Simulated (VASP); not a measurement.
# BaTiO3 (P4mm) in VASP: further runs

The runs below take BaTiO3 through relaxation of cell and atoms, single point, with PBEsol, PBE, PBEsol+D4, PBEsol+rVV10.

All numbers are computed with VASP 6.6.1; they aren't measurements. Logs are shortened: lines on timing, memory, paths and dates and some standing lists are left out, and cuts for length are marked.

### Step 1. The structure

It takes space group P4mm (No. 99, tetragonal). The conventional cell has a = 4.000 Å, b = 4.000 Å, c = 4.018 Å, α = 90.00°, β = 90.00°, γ = 90.00°. Around Ba (site symmetry 4mm) lie 12 O at 2.79 to 2.88 Å. Around Ti (site symmetry 4mm) lie 6 O at 1.89 to 2.13 Å. O (site symmetry 2mm) is surrounded by 2 Ti at 2.00 Å. Around O (site symmetry 4mm) lie 2 Ti at 1.89 to 2.13 Å.

### Step 2. Relaxation of cell and atoms, PBEsol

INCAR

```
SYSTEM = BaTiO3
  PREC = Accurate
  ENCUT = 600
  EDIFF = 1E-6
  ISMEAR = -1
  SIGMA = 0.05
  LREAL = .FALSE.
  LASPH = .TRUE.
  NELM = 100
  ALGO = Normal
  ISIF = 3
  LWAVE = .FALSE.
  LCHARG = .FALSE.
  GGA = PS
  IBRION = 2
  NSW = 60
  EDIFFG = -0.02
```

KPOINTS

```
regular mesh
0
G
  7 7 7
  0 0 0
```

POSCAR

```
BaTiO3
1.0
    3.9998000000      0.0000000000      0.0000000000
    0.0000000000      3.9998000000      0.0000000000
    0.0000000000      0.0000000000      4.0180000000
Ba Ti O
1 1 3
Direct
    0.0000000000      0.0000000000      0.0000000000
    0.5000000000      0.5000000000      0.4900000000
    0.0000000000      0.5000000000      0.5170000000
    0.5000000000      0.0000000000      0.5170000000
    0.5000000000      0.5000000000      0.0190000000
```

Potentials or basis: VASP PAW PBE potentials, release 64 (Ba_sv, Ti_sv, O).

The run is started by

```
$ cat potpaw_PBE.64/Ba_sv/POTCAR potpaw_PBE.64/Ti_sv/POTCAR potpaw_PBE.64/O/POTCAR > POTCAR
$ mpirun -np 1 vasp_std > vasp.out
```

OUTCAR:

```text
SYSTEM = BaTiO3
   PREC = Accurate
   ENCUT = 600
   EDIFF = 1E-6
   ISMEAR = -1
   LREAL = .FALSE.
   LASPH = .TRUE.
   NELM = 100
   ISIF = 3
   GGA = PS
   IBRION = 2
   NSW = 60
   EDIFFG = -0.02

 ion  position               nearest neighbor table
   1  0.000  0.000  0.000-   3 2.79   4 2.79   3 2.79   4 2.79   5 2.83   5 2.83   5 2.83   5 2.83
                             4 2.88   3 2.88   4 2.88   3 2.88   2 3.45   2 3.45   2 3.45   2 3.45
   2  0.500  0.500  0.490-   5 1.89   4 2.00   3 2.00   4 2.00   3 2.00   5 2.13   1 3.45   1 3.45
                             1 3.45   1 3.45   1 3.49   1 3.49   1 3.49   1 3.49
   3  0.000  0.500  0.517-   2 2.00   2 2.00   1 2.79   1 2.79   1 2.88   1 2.88
   4  0.500  0.000  0.517-   2 2.00   2 2.00   1 2.79   1 2.79   1 2.88   1 2.88
   5  0.500  0.500  0.019-   2 1.89   2 2.13   1 2.83   1 2.83   1 2.83   1 2.83

  LATTYP: Found a simple tetragonal cell.
 ALAT       =     3.9998000000
 C/A-ratio  =     1.0045502275

  Lattice vectors:

 A1 = (   3.9998000000,   0.0000000000,   0.0000000000)
 A2 = (   0.0000000000,   3.9998000000,   0.0000000000)
 A3 = (   0.0000000000,   0.0000000000,   4.0180000000)

Analysis of symmetry for initial positions (statically):
=====================================================================
 Subroutine PRICEL returns:
 Original cell was already a primitive cell.

 Routine SETGRP: Setting up the symmetry group for a
 simple tetragonal supercell.

 Subroutine GETGRP returns: Found  8 space group operations
 (whereof  8 operations were pure point group operations)
 out of a pool of 16 trial point group operations.

The static configuration has the point symmetry C_4v.

Analysis of symmetry for dynamics (positions and initial velocities):
=====================================================================
 Subroutine PRICEL returns:
 Original cell was already a primitive cell.

 Routine SETGRP: Setting up the symmetry group for a
 simple tetragonal supercell.

 Subroutine GETGRP returns: Found  8 space group operations
 (whereof  8 operations were pure point group operations)
 out of a pool of 16 trial point group operations.

The dynamic configuration has the point symmetry C_4v.

 Subroutine INISYM returns: Found  8 space group operations
 (whereof  8 operations are pure point group operations),
 and found     1 'primitive' translations

----------------------------------------------------------------------------------------

                                     Primitive cell
[... 122 lines left out ...]
   GGA     = PS    functional components
   LHFCALC =     F    Hartree Fock is set to
   AEXX    =    0.0000 exact exchange contribution
   IVDW    =     0    specifies the selected vdW correction
   LEPSILON=     F    determine dielectric tensor
   LRPA    =     F    only Hartree local field effects (RPA)
 conjugate gradient relaxation of ions
 non-spin polarized calculation
  energy-cutoff  :      600.00
  volume of cell :       64.28
 maximum number of plane-waves:      2174
 NGX is ok and might be reduce to    32
   NGX = 15   NGY = 15   NGZ = 17

--------------------------------------- Ionic step        1  -------------------------------------------

 number of electron      39.9999999 magnetization

 Free energy of the ion-electron system (eV)
  ---------------------------------------------------
  ext. energy  EPLUGINS =         0.00000000
  ---------------------------------------------------
  free energy    TOTEN  =       -41.99344264 eV

  energy without entropy =      -41.99344264  energy(sigma->0) =      -41.99344264

------------------------ aborting loop because EDIFF is reached ----------------------------------------

  FORCE on cell =-STRESS in cart. coord.  units (eV):
  Direction    XX          YY          ZZ          XY          YZ          ZX
  --------------------------------------------------------------------------------------
  -------------------------------------------------------------------------------------
  Total       -0.9986029     -0.9986029     -0.6207416      0.0000000      0.0000000      0.0000000
  in kB      -24.8895441    -24.8895441    -15.4715891      0.0000000      0.0000000      0.0000000
  external PRESSURE =     -21.7502258 kB  Pullay stress =       0.0000000 kB
[... 98 lines left out ...]
  FREE ENERGIE OF THE ION-ELECTRON SYSTEM (eV)
  ---------------------------------------------------
  free  energy   TOTEN  =       -42.0020209937 eV

  energy  without entropy=      -42.0020209929  energy(sigma->0) =      -42.00202099

[... ionic steps 4 to 10 ...]

--------------------------------------- Ionic step       11  -------------------------------------------

 number of electron      39.9999995 magnetization

------------------------ aborting loop because EDIFF is reached ----------------------------------------
[... 73 lines left out ...]
--------------------------------------- Ionic step       13  -------------------------------------------

 number of electron      39.9999996 magnetization

 Free energy of the ion-electron system (eV)
  ---------------------------------------------------
  ext. energy  EPLUGINS =         0.00000000
  ---------------------------------------------------
  free energy    TOTEN  =       -42.00830764 eV

  energy without entropy =      -42.00830764  energy(sigma->0) =      -42.00830764

 E-fermi :   4.7048     XC(G=0): -11.5175

 val. band max:        3.7055436896   @ k =   0.4286   0.4286   0.4286
 cond. band min:       5.5833355470   @ k =   0.0000   0.0000   0.0000
 fundamental gap:      1.8777918574
 Fermi energy:         4.7047509025

 k-point     1 :       0.0000    0.0000    0.0000
  band No.  band energies     occupation
      1     -52.4622      2.00000
      2     -28.8683      2.00000
      3     -28.7916      2.00000
      4     -28.7916      2.00000
      5     -21.0771      2.00000
      6     -13.1108      2.00000
[... 637 lines left out ...]
     23       7.4871      0.00000
     24       8.6886      0.00000

 [... further k-points ...]

------------------------ aborting loop because EDIFF is reached ----------------------------------------

  FORCE on cell =-STRESS in cart. coord.  units (eV):
  Direction    XX          YY          ZZ          XY          YZ          ZX
  --------------------------------------------------------------------------------------
  -------------------------------------------------------------------------------------
  Total        0.0197779      0.0197779     -0.0179354      0.0000000      0.0000000      0.0000000
  in kB        0.4953354      0.4953354     -0.4491891      0.0000000      0.0000000      0.0000000
  external PRESSURE =       0.1804939 kB  Pullay stress =       0.0000000 kB
[... 20 lines left out ...]
  FREE ENERGIE OF THE ION-ELECTRON SYSTEM (eV)
  ---------------------------------------------------
  free  energy   TOTEN  =       -42.0083076417 eV

  energy  without entropy=      -42.0083076411  energy(sigma->0) =      -42.00830764

 reached required accuracy - stopping structural energy minimisation
```

It took 5.8 min on 1 thread of Intel Xeon Platinum 8488C (Sapphire Rapids), shared host; peak memory 0.24 GiB.

What came out:

```yaml
Free_energy: -42.0083 eV
Relaxed_volume: 12.79 Å³/atom
Relaxed_cell: a = 3.966 Å, b = 3.966 Å, c = 4.066 Å, α = 90.00°, β = 90.00°, γ = 90.00°
Space_group_after_relaxing_to_0.05_Å: P4mm (No. 99)
Energy_gained_by_relaxing: 3.0 meV/atom
Ionic_steps: 13
Pressure_after_relaxing: 0.0 GPa
Largest_force_after_relaxing: 0.006 eV/Å
Band_gap_on_the_k_mesh: 1.88 eV, indirect (least direct gap 2.19 eV)
```

Forces on the atoms (eV/Å):
```
Ba   0.000  0.000 -0.004
Ti   0.000  0.000 -0.006
O    0.000  0.000  0.002
O    0.000  0.000  0.002
O    0.000  0.000  0.006
```

Step by step:
| step | energy change (eV) | largest force (eV/Å) | pressure (GPa) | volume (Å³) |
| --- | --- | --- | --- | --- |
| 1 | 0.0000 | 0.3266 | -2.18 | 64.28 |
| 2 | -0.0028 | 0.0390 | 2.70 | 62.67 |
| 3 | -0.0086 | 0.1446 | 0.45 | 63.39 |
| 4 | -0.0112 | 0.0861 | 0.31 | 63.51 |
| 5 | -0.0125 | 0.0972 | 0.09 | 63.79 |
| 6 | -0.0127 | 0.0941 | 0.11 | 63.71 |
| 7 | -0.0137 | 0.0544 | -0.07 | 63.84 |
| 8 | -0.0141 | 0.0693 | -0.38 | 64.05 |
| 9 | -0.0145 | 0.0620 | 0.06 | 63.93 |
| 10 | -0.0145 | 0.0623 | 0.07 | 63.93 |
| 11 | -0.0147 | 0.0370 | 0.05 | 63.95 |
| 12 | -0.0148 | 0.0291 | 0.02 | 63.96 |
| 13 | -0.0149 | 0.0060 | 0.02 | 63.97 |

Final structure:
```
Ba Ti O
1.0
     3.96647    0.00000    0.00000
     0.00000    3.96647    0.00000
     0.00000    0.00000    4.06614
Ba Ti O
1 1 3
Direct
  0.00000 0.00000 0.99867
  0.50000 0.50000 0.48202
  0.00000 0.50000 0.51665
  0.50000 0.00000 0.51665
  0.50000 0.50000 0.02901
```

Caveat: the PAW data sets were made with another functional, which shifts forces and pressure a little; spin-orbit coupling is left out, which moves the levels of the heavy elements; an odd mesh through Γ misses points on the zone boundary, where band edges often lie.

### Step 3. Single point, PBE

INCAR

```
SYSTEM = BaTiO3
PREC = Accurate
ENCUT = 520
EDIFF = 1E-6
ISMEAR = 0
SIGMA = 0.014
LREAL = .FALSE.
LASPH = .TRUE.
NELM = 60
ALGO = Normal
ISIF = 2
LWAVE = .FALSE.
LCHARG = .FALSE.
GGA = PE
NBANDS = 28
```

KPOINTS

```
Automatic mesh
0
G
  7 7 7
  0 0 0
```

POSCAR is that of step 2.

Potentials or basis: VASP PAW PBE potentials, release 64 (Ba_sv, Ti_sv, O).

The run is started by

```
$ cat potpaw_PBE.64/Ba_sv/POTCAR potpaw_PBE.64/Ti_sv/POTCAR potpaw_PBE.64/O/POTCAR > POTCAR
$ mpirun -np 1 vasp_std > vasp.out
```

Run time: 36 s. Hardware: 1 thread of Intel Xeon 6975P-C (Granite Rapids), shared host; peak memory 0.21 GiB.

The run converged. Its results:

```yaml
Free_energy: -39.9822 eV
Pressure: 4.2 GPa
Largest_force: 0.274 eV/Å
Band_gap_on_the_k_mesh: 1.87 eV, indirect (least direct gap 2.06 eV)
```

Forces on the atoms (eV/Å):
```
Ba   0.000  0.000  0.076
Ti   0.000  0.000 -0.114
O    0.000  0.000 -0.118
O    0.000  0.000 -0.118
O    0.000  0.000  0.274
```

Stress tensor (GPa, compression positive):
```
3.91 0.00 0.00
0.00 3.91 0.00
0.00 0.00 4.84
```

Levels at points of the mesh, in eV from the valence-band top:
| k point | band 16 | band 17 | band 18 | band 19 | band 20 | band 21 | band 22 | band 23 | band 24 | band 25 |
| --- | --- | --- | --- | --- | --- | --- | --- | --- | --- | --- |
| (0.00, 0.00, 0.00) | -1.13 | -1.04 | -0.21 | -0.20 | -0.20 | 1.87 | 2.08 | 2.08 | 4.06 | 4.15 |

Caveat: spin-orbit coupling is left out, which moves the levels of the heavy elements; an odd mesh through Γ misses points on the zone boundary, where band edges often lie.

### Step 4. Relaxation of cell and atoms, PBEsol+D4

INCAR

```
SYSTEM = BaTiO3
PREC = Accurate
ENCUT = 600
EDIFF = 1E-7
ISMEAR = -1
SIGMA = 0.05
LREAL = .False.
LASPH = .True.
NELM = 80
ALGO = Normal
ISIF = 3
LWAVE = .False.
LCHARG = .False.
GGA = PS
IVDW = 13
IBRION = 2
NSW = 60
EDIFFG = -0.01
```

KPOINTS

```
regular mesh
0
Gamma
  7 7 7
  0 0 0
```

POSCAR is that of step 3.

Potentials or basis: VASP PAW PBE potentials, release 64 (Ba_sv, Ti_sv, O).

The run is started by

```
$ cat potpaw_PBE.64/Ba_sv/POTCAR potpaw_PBE.64/Ti_sv/POTCAR potpaw_PBE.64/O/POTCAR > POTCAR
$ mpirun -np 1 vasp_std > vasp.out
```

OUTCAR:

```text
SYSTEM = BaTiO3
   PREC = Accurate
   ENCUT = 600
   EDIFF = 1E-7
   ISMEAR = -1
   LREAL = .False.
   LASPH = .True.
   NELM = 80
   ISIF = 3
   GGA = PS
   IVDW = 13
   IBRION = 2
   NSW = 60
   EDIFFG = -0.01

 ion  position               nearest neighbor table
   1  0.000  0.000  0.000-   3 2.79   4 2.79   3 2.79   4 2.79   5 2.83   5 2.83   5 2.83   5 2.83
                             4 2.88   3 2.88   4 2.88   3 2.88   2 3.45   2 3.45   2 3.45   2 3.45
   2  0.500  0.500  0.490-   5 1.89   4 2.00   3 2.00   4 2.00   3 2.00   5 2.13   1 3.45   1 3.45
                             1 3.45   1 3.45   1 3.49   1 3.49   1 3.49   1 3.49
   3  0.000  0.500  0.517-   2 2.00   2 2.00   1 2.79   1 2.79   1 2.88   1 2.88
   4  0.500  0.000  0.517-   2 2.00   2 2.00   1 2.79   1 2.79   1 2.88   1 2.88
   5  0.500  0.500  0.019-   2 1.89   2 2.13   1 2.83   1 2.83   1 2.83   1 2.83

  LATTYP: Found a simple tetragonal cell.
 ALAT       =     3.9998000000
 C/A-ratio  =     1.0045502275

  Lattice vectors:

 A1 = (   3.9998000000,   0.0000000000,   0.0000000000)
 A2 = (   0.0000000000,   3.9998000000,   0.0000000000)
 A3 = (   0.0000000000,   0.0000000000,   4.0180000000)

Analysis of symmetry for initial positions (statically):
=====================================================================
 Subroutine PRICEL returns:
 Original cell was already a primitive cell.

 Routine SETGRP: Setting up the symmetry group for a
 simple tetragonal supercell.

 Subroutine GETGRP returns: Found  8 space group operations
[... 174 lines left out ...]

------------------------ aborting loop because EDIFF is reached ----------------------------------------

  DFT-D4 for vdW energy calculation

  Edisp (eV):   -0.62065
[... 114 lines left out ...]
  FREE ENERGIE OF THE ION-ELECTRON SYSTEM (eV)
  ---------------------------------------------------
  free  energy   TOTEN  =       -42.6340610995 eV

  energy  without entropy=      -42.6340610989  energy(sigma->0) =      -42.63406110

[... ionic steps 4 to 9 ...]

--------------------------------------- Ionic step       10  -------------------------------------------

 number of electron      39.9999987 magnetization

------------------------ aborting loop because EDIFF is reached ----------------------------------------
[... 81 lines left out ...]
--------------------------------------- Ionic step       12  -------------------------------------------

 number of electron      39.9999987 magnetization

 Free energy of the ion-electron system (eV)
  ---------------------------------------------------
  ext. energy  EPLUGINS =         0.00000000
  ---------------------------------------------------
  free energy    TOTEN  =       -42.00394820 eV

  energy without entropy =      -42.00394820  energy(sigma->0) =      -42.00394820

 E-fermi :   4.7809     XC(G=0): -11.5881

 val. band max:        3.7808157541   @ k =   0.4286   0.4286   0.4286
 cond. band min:       5.6702067984   @ k =   0.0000   0.0000   0.0000
 fundamental gap:      1.8893910443
 Fermi energy:         4.7808631969

 k-point     1 :       0.0000    0.0000    0.0000
  band No.  band energies     occupation
      1     -52.3479      2.00000
      2     -28.7455      2.00000
      3     -28.6843      2.00000
      4     -28.6843      2.00000
      5     -20.9420      2.00000
      6     -13.0400      2.00000
[... 637 lines left out ...]
     23       7.6134      0.00000
     24       8.8278      0.00000

 [... further k-points ...]

------------------------ aborting loop because EDIFF is reached ----------------------------------------

  DFT-D4 for vdW energy calculation

  Edisp (eV):   -0.63326
[... 28 lines left out ...]
  FREE ENERGIE OF THE ION-ELECTRON SYSTEM (eV)
  ---------------------------------------------------
  free  energy   TOTEN  =       -42.6372090139 eV

  energy  without entropy=      -42.6372090134  energy(sigma->0) =      -42.63720901

 reached required accuracy - stopping structural energy minimisation
```

OSZICAR:

```text
N       E                     dE             d eps       ncg     rms          rms(c)
DAV:   1     0.483735576651E+03    0.48374E+03   -0.23296E+04  1920   0.200E+03
DAV:   2     0.183617223726E+01   -0.48190E+03   -0.47385E+03  2296   0.520E+02
DAV:   3    -0.497935288010E+02   -0.51630E+02   -0.50085E+02  2800   0.155E+02
[... 129 lines left out ...]
DAV:   3    -0.420039490634E+02    0.34293E-05   -0.38523E-05  2864   0.462E-02    0.113E-02
DAV:   4    -0.420039478701E+02    0.11932E-05   -0.75820E-06  2864   0.220E-02    0.575E-03
DAV:   5    -0.420039479272E+02   -0.57117E-07   -0.18503E-06  3072   0.108E-02    0.261E-03
DAV:   6    -0.420039481367E+02   -0.20946E-06   -0.17678E-07  1816   0.403E-03    0.837E-04
DAV:   7    -0.420039482037E+02   -0.67006E-07   -0.30840E-08   984   0.158E-03
  12 F= -.42637209E+02 E0= -.42637209E+02  d E =-.457390E-04
```

Wall time 4.1 min (1 thread of Intel Xeon 6975P-C (Granite Rapids), shared host); peak memory 0.24 GiB.

What came out:

```
Free energy                            : -42.6372 eV
Relaxed volume                         : 12.63 Å³/atom
Relaxed cell                           : a = 3.957 Å, b = 3.957 Å, c = 4.033 Å, α = 90.00°, β = 90.00°, γ = 90.00°
Space group after relaxing (to 0.05 Å) : P4mm (No. 99)
Energy gained by relaxing              : 4.6 meV/atom
Ionic steps                            : 12
Pressure after relaxing                : 0.0 GPa
Band gap on the k mesh                 : 1.89 eV, indirect (least direct gap 2.15 eV)
Dispersion energy per atom             : -0.127 eV
```

Step by step:
```csv
step,energy change (eV),largest force (eV/Å),pressure (GPa),volume (Å³)
1,0.0000,0.3364,-3.85,64.28
2,0.0007,0.1811,4.71,61.45
3,-0.0200,0.1023,0.19,62.85
4,-0.0216,0.0703,0.13,62.91
5,-0.0223,0.0813,0.08,62.98
6,-0.0226,0.0405,-0.01,63.06
7,-0.0227,0.0345,-0.06,63.12
8,-0.0230,0.0325,0.04,63.10
9,-0.0230,0.0310,0.13,63.09
10,-0.0230,0.0362,-0.21,63.23
11,-0.0231,0.0227,-0.06,63.17
12,-0.0231,0.0018,0.01,63.16
```

Final structure:
```
Ba Ti O
1.0
     3.95746    0.00000    0.00000
     0.00000    3.95746    0.00000
     0.00000    0.00000    4.03267
Ba Ti O
1 1 3
Direct
  0.00000 0.00000 0.00002
  0.50000 0.50000 0.48486
  0.00000 0.50000 0.51604
  0.50000 0.00000 0.51604
  0.50000 0.50000 0.02603
```

Caveat: the PAW data sets were made with another functional, which shifts forces and pressure a little; spin-orbit coupling is left out, which moves the levels of the heavy elements; an odd mesh through Γ misses points on the zone boundary, where band edges often lie.

[end of part 1 of 2]
